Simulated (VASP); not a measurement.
# SrTiO3 (Pm-3m) in VASP: a series of runs, part 2 of 2

VASP 6.6.1. Earlier steps stand in the parts before.

## 3. Relaxation of cell and atoms, LDA

This run uses another cell than the first one, of 11.50 Å³/atom, 0.966 times its volume.

INCAR

```
SYSTEM = SrTiO3
PREC = Accurate ; ENCUT = 600
EDIFF = 1E-7 ; ISMEAR = 0
SIGMA = 0.03 ; LREAL = .FALSE.
LASPH = .TRUE. ; NELM = 80
ALGO = Normal ; ISIF = 3
LWAVE = .FALSE. ; LCHARG = .FALSE.
GGA = CA ; IBRION = 2
NSW = 90 ; EDIFFG = -0.005
```

KPOINTS

```
Automatic mesh
0
G
  8 8 8
  0 0 0
```

POSCAR

```
SrTiO3                                  
1.0
    3.8601041381     -0.0000000000      0.0000000000
    0.0000000000      3.8601041381      0.0000000000
   -0.0000000000     -0.0000000000      3.8601041381
  Sr              Ti              O             
     1     1     3
Direct
     0.5000000000000000    0.5000000000000000    0.5000000000000000
     0.0000000000000000    0.0000000000000000    0.0000000000000000
     0.5000000000000000    0.0000000000000000    0.0000000000000000
     0.0000000000000000    0.5000000000000000    0.0000000000000000
     0.0000000000000000    0.0000000000000000    0.5000000000000000
```

Potentials or basis: VASP PAW LDA potentials, release 64 (Sr_sv, Ti_sv, O).

Launch:

```bash
> cat potpaw_LDA.64/Sr_sv/POTCAR potpaw_LDA.64/Ti_sv/POTCAR potpaw_LDA.64/O/POTCAR > POTCAR
> mpirun -np 1 vasp_std > vasp.out
```

OUTCAR:

```text
SYSTEM = SrTiO3
   PREC = Accurate
   ENCUT = 600
   EDIFF = 1E-7
   ISMEAR = 0
   LREAL = .FALSE.
   LASPH = .TRUE.
   NELM = 80
   ISIF = 3
   GGA = CA
   IBRION = 2
   NSW = 90
   EDIFFG = -0.005

 ion  position               nearest neighbor table
   1  0.500  0.500  0.500-   3 2.73   4 2.73   5 2.73   3 2.73   4 2.73   3 2.73   5 2.73   3 2.73
                             4 2.73   5 2.73   4 2.73   5 2.73   2 3.34   2 3.34   2 3.34   2 3.34
   2  0.000  0.000  0.000-   3 1.93   4 1.93   5 1.93   5 1.93   4 1.93   3 1.93   1 3.34   1 3.34
                             1 3.34   1 3.34   1 3.34   1 3.34   1 3.34   1 3.34
   3  0.500  0.000  0.000-   2 1.93   2 1.93   1 2.73   1 2.73   1 2.73   1 2.73
   4  0.000  0.500  0.000-   2 1.93   2 1.93   1 2.73   1 2.73   1 2.73   1 2.73
   5  0.000  0.000  0.500-   2 1.93   2 1.93   1 2.73   1 2.73   1 2.73   1 2.73

  LATTYP: Found a simple cubic cell.
 ALAT       =     3.8601041381

  Lattice vectors:

 A1 = (   3.8601041381,   0.0000000000,   0.0000000000)
 A2 = (   0.0000000000,   3.8601041381,   0.0000000000)
 A3 = (   0.0000000000,   0.0000000000,   3.8601041381)

Analysis of symmetry for initial positions (statically):
=====================================================================
 Subroutine PRICEL returns:
 Original cell was already a primitive cell.

 Routine SETGRP: Setting up the symmetry group for a
 simple cubic supercell.

 Subroutine GETGRP returns: Found 48 space group operations
 (whereof 48 operations were pure point group operations)
 out of a pool of 48 trial point group operations.

The static configuration has the point symmetry O_h .

Analysis of symmetry for dynamics (positions and initial velocities):
=====================================================================
 Subroutine PRICEL returns:
 Original cell was already a primitive cell.

[... 135 lines left out ...]
  Fermi-wavevector in a.u.,A,eV,Ry     =   1.450427  2.740909 28.623091  2.103738
  Thomas-Fermi vector in A             =   2.568040
   LORBIT       =      0    0 simple, 1 ext, 2 COOP (PROOUT), +10 PAW based schemes
   GGA     = CA    functional components
   LHFCALC =     F    Hartree Fock is set to
   AEXX    =    0.0000 exact exchange contribution
   IVDW    =     0    specifies the selected vdW correction
   LEPSILON=     F    determine dielectric tensor
   LRPA    =     F    only Hartree local field effects (RPA)
 conjugate gradient relaxation of ions
 non-spin polarized calculation
 Gauss-broadening in eV      SIGMA  =   0.03
  energy-cutoff  :      600.00
  volume of cell :       57.52
 maximum number of plane-waves:      1936
 NGX is ok and might be reduce to    32
   NGX = 15   NGY = 15   NGZ = 15

 number of electron      39.9999996 magnetization

 Free energy of the ion-electron system (eV)
  ---------------------------------------------------
  ext. energy  EPLUGINS =         0.00000000
  ---------------------------------------------------
  free energy    TOTEN  =       -44.18468012 eV

  energy without entropy =      -44.18468012  energy(sigma->0) =      -44.18468012

 E-fermi :   4.3073     XC(G=0): -11.9768

 val. band max:        4.1688796103   @ k =   0.5000   0.5000   0.5000
 cond. band min:       5.9781138173   @ k =   0.0000   0.0000   0.0000
 fundamental gap:      1.8092342070
 Fermi energy:         4.3073003553

 k-point     1 :       0.0000    0.0000    0.0000
  band No.  band energies     occupation
      1     -51.4172      2.00000
      2     -28.2230      2.00000
      3     -28.0946      2.00000
      4     -28.0946      2.00000
      5     -28.0946      2.00000
      6     -13.0889      2.00000
[... 637 lines left out ...]
     23       8.4580      0.00000
     24      10.2809      0.00000

 [... further k-points ...]

------------------------ aborting loop because EDIFF is reached ----------------------------------------

  FORCE on cell =-STRESS in cart. coord.  units (eV):
  Direction    XX          YY          ZZ          XY          YZ          ZX
  --------------------------------------------------------------------------------------
  -------------------------------------------------------------------------------------
  Total       -0.0166958     -0.0166958     -0.0166958     -0.0000000     -0.0000000     -0.0000000
  in kB       -0.4650737     -0.4650737     -0.4650737     -0.0000000     -0.0000000     -0.0000000
  external PRESSURE =      -0.4650737 kB  Pullay stress =       0.0000000 kB

 VOLUME and BASIS-vectors are now :
 -----------------------------------------------------------------------------
  energy-cutoff  :      600.00
  volume of cell :       57.52
      direct lattice vectors                 reciprocal lattice vectors
     3.860104138  0.000000000  0.000000000     0.259060368  0.000000000  0.000000000
     0.000000000  3.860104138  0.000000000     0.000000000  0.259060368  0.000000000
     0.000000000  0.000000000  3.860104138     0.000000000  0.000000000  0.259060368

 POSITION                                       TOTAL-FORCE (eV/Angst)
 -----------------------------------------------------------------------------------
      1.93005      1.93005      1.93005         0.000000      0.000000      0.000000
      0.00000      0.00000      0.00000         0.000000      0.000000      0.000000
      1.93005      0.00000      0.00000         0.000000      0.000000      0.000000
      0.00000      1.93005      0.00000         0.000000      0.000000      0.000000
      0.00000      0.00000      1.93005         0.000000      0.000000      0.000000
 -----------------------------------------------------------------------------------
    total drift:                                0.000000      0.000000     -0.000000

  FREE ENERGIE OF THE ION-ELECTRON SYSTEM (eV)
  ---------------------------------------------------
  free  energy   TOTEN  =       -44.1846801169 eV

  energy  without entropy=      -44.1846801169  energy(sigma->0) =      -44.18468012

 reached required accuracy - stopping structural energy minimisation
```

Run time: 19 s. Hardware: 1 thread of Intel Xeon 6975P-C (Granite Rapids), shared host; peak memory 0.19 GiB.

Results:

```yaml
Free_energy: -44.1847 eV
Pressure_after_relaxing: 0.0 GPa
Band_gap_on_the_k_mesh: 1.81 eV, indirect (least direct gap 2.15 eV)
```

Final structure:
```yaml
crystal:
  lattice:
    - [3.86010, 0.00000, 0.00000]
    - [0.00000, 3.86010, 0.00000]
    - [0.00000, 0.00000, 3.86010]
  atoms:
    - { symbol: Sr, position: [0.50000, 0.50000, 0.50000] }
    - { symbol: Ti, position: [0.00000, 0.00000, 0.00000] }
    - { symbol: O, position: [0.50000, 0.00000, 0.00000] }
    - { symbol: O, position: [0.00000, 0.50000, 0.00000] }
    - { symbol: O, position: [0.00000, 0.00000, 0.50000] }
```

Caveat: the relaxation stopped at its first step, so nothing moved. A hybrid or GW would open this gap; LDA tends to underestimate it.

## 4. Relaxation of cell and atoms, r2SCAN

INCAR

```
  PREC = Accurate
  ENCUT = 600
  EDIFF = 1E-6
  ISMEAR = 0
  SIGMA = 0.03
  LREAL = False
  LASPH = True
  NELM = 80
  ALGO = Normal
  ISIF = 3
  LWAVE = False
  LCHARG = False
  METAGGA = R2SCAN
  LMIXTAU = True
  IBRION = 2
  NSW = 90
  EDIFFG = -0.01
```

KPOINTS

```
Automatic mesh
0
Gamma
  8 8 8
```

POSCAR

```
SrTiO3
1.0
    3.9052800000      0.0000000000      0.0000000000
    0.0000000000      3.9052800000      0.0000000000
    0.0000000000      0.0000000000      3.9052800000
Sr Ti O
1 1 3
Direct
    0.5000000000      0.5000000000      0.5000000000
    0.0000000000      0.0000000000      0.0000000000
    0.5000000000      0.0000000000      0.0000000000
    0.0000000000      0.5000000000      0.0000000000
    0.0000000000      0.0000000000      0.5000000000
```

Potentials or basis: VASP PAW PBE potentials, release 64 (Sr_sv, Ti_sv, O).

Launch:

```bash
> cat potpaw_PBE.64/Sr_sv/POTCAR potpaw_PBE.64/Ti_sv/POTCAR potpaw_PBE.64/O/POTCAR > POTCAR
> mpirun -np 1 vasp_std > vasp.out
```

Run time: 3.4 min. Hardware: 1 thread of Intel Xeon 6975P-C (Granite Rapids), shared host; peak memory 0.24 GiB.

It converged, with:

```
Free energy                            : -63.3383 eV
Relaxed volume                         : 11.98 Å³/atom
Relaxed cell                           : a = 3.912 Å, b = 3.912 Å, c = 3.912 Å, α = 90.00°, β = 90.00°, γ = 90.00°
Space group after relaxing (to 0.05 Å) : Pm-3m (No. 221)
Energy gained by relaxing              : 0.2 meV/atom
Ionic steps                            : 3
Pressure after relaxing                : 0.0 GPa
Band gap on the k mesh                 : 2.27 eV, indirect (least direct gap 2.65 eV)
```

Step by step:
| step | energy change (eV) | largest force (eV/Å) | pressure (GPa) | volume (Å³) |
| --- | --- | --- | --- | --- |
| 1 | 0.0000 | 0.0000 | 1.02 | 59.56 |
| 2 | 0.0001 | 0.0000 | -1.05 | 60.22 |
| 3 | -0.0010 | 0.0000 | 0.01 | 59.88 |

Final structure:
```yaml
crystal:
  lattice:
    - [3.91220, 0.00000, 0.00000]
    - [0.00000, 3.91220, 0.00000]
    - [0.00000, 0.00000, 3.91220]
  atoms:
    - { symbol: Sr, position: [0.50000, 0.50000, 0.50000] }
    - { symbol: Ti, position: [0.00000, 0.00000, 0.00000] }
    - { symbol: O, position: [0.50000, 0.00000, 0.00000] }
    - { symbol: O, position: [0.00000, 0.50000, 0.00000] }
    - { symbol: O, position: [0.00000, 0.00000, 0.50000] }
```

Levels at points of the mesh, in eV from the valence-band top:
| k point | band 18 | band 19 | band 20 | band 21 | band 22 | band 23 |
| --- | --- | --- | --- | --- | --- | --- |
| (0.00, 0.00, 0.00) | -0.39 | -0.39 | -0.39 | 2.27 | 2.27 | 2.27 |
| (0.50, 0.00, 0.00) | -1.99 | -0.77 | -0.77 | 2.43 | 4.15 | 4.15 |
| (0.50, 0.50, 0.00) | -1.60 | -1.60 | -0.09 | 4.16 | 4.16 | 4.64 |
| (0.50, 0.50, 0.50) | 0.00 | 0.00 | 0.00 | 4.85 | 4.85 | 4.85 |

Caveat: the PAW data sets were made with another functional, which shifts forces and pressure a little. r2SCAN opens gaps a little over a GGA but as a rule still falls short of measured ones.

## 5. Relaxation of cell and atoms, r2SCAN

This run uses another cell than the first one, of 11.98 Å³/atom, 1.005 times its volume.

Edit INCAR of step 4 so:

```diff
@@ -2,3 +2,3 @@
   ENCUT = 600
-  EDIFF = 1E-6
+  EDIFF = 1E-7
   ISMEAR = 0
@@ -16,2 +16,2 @@
   NSW = 90
-  EDIFFG = -0.01
+  EDIFFG = -0.005
```

KPOINTS is that of step 4.

POSCAR

```
SrTiO3                                  
1.0
    3.9121963107     -0.0000000000      0.0000000000
   -0.0000000000      3.9121963107      0.0000000000
   -0.0000000000     -0.0000000000      3.9121963107
  Sr              Ti              O             
     1     1     3
Direct
     0.5000000000000000    0.5000000000000000    0.5000000000000000
     0.0000000000000000    0.0000000000000000    0.0000000000000000
     0.5000000000000000    0.0000000000000000    0.0000000000000000
     0.0000000000000000    0.5000000000000000    0.0000000000000000
     0.0000000000000000    0.0000000000000000    0.5000000000000000
```

Launch:

```bash
> cat potpaw_PBE.64/Sr_sv/POTCAR potpaw_PBE.64/Ti_sv/POTCAR potpaw_PBE.64/O/POTCAR > POTCAR
> mpirun -np 1 vasp_std > vasp.out
```

Run time: 1.9 min. Hardware: 1 thread of Intel Xeon 6975P-C (Granite Rapids), shared host; peak memory 0.22 GiB.

Results (log left out):

| Property | Result |
| --- | --- |
| Free energy | -63.3391 eV |
| Pressure after relaxing | 0.0 GPa |
| Band gap on the k mesh | 2.27 eV, indirect (least direct gap 2.65 eV) |

Final structure:
```cif
data_structure
_symmetry_space_group_name_H-M 'P 1'
_symmetry_Int_Tables_number 1
_cell_length_a 3.9122
_cell_length_b 3.9122
_cell_length_c 3.9122
_cell_angle_alpha 90.000
_cell_angle_beta 90.000
_cell_angle_gamma 90.000
_cell_volume 59.88
loop_
_atom_site_label
_atom_site_type_symbol
_atom_site_fract_x
_atom_site_fract_y
_atom_site_fract_z
_atom_site_occupancy
Sr1 Sr 0.50000 0.50000 0.50000 1
Ti1 Ti 0.00000 0.00000 0.00000 1
O1 O 0.50000 0.00000 0.00000 1
O2 O 0.00000 0.50000 0.00000 1
O3 O 0.00000 0.00000 0.50000 1
```

Levels at points of the mesh, in eV from the valence-band top:
```csv
k point,band 18,band 19,band 20,band 21,band 22,band 23
"(0.00, 0.00, 0.00)",-0.39,-0.39,-0.39,2.27,2.27,2.27
"(0.50, 0.00, 0.00)",-1.99,-0.77,-0.77,2.43,4.15,4.15
"(0.50, 0.50, 0.00)",-1.60,-1.60,-0.09,4.16,4.16,4.64
"(0.50, 0.50, 0.50)",0.00,0.00,0.00,4.85,4.85,4.85
```

Caveat: the relaxation stopped at its first step, so nothing moved; the PAW data sets were made with another functional, which shifts forces and pressure a little. r2SCAN opens gaps a little over a GGA but as a rule still falls short of measured ones.
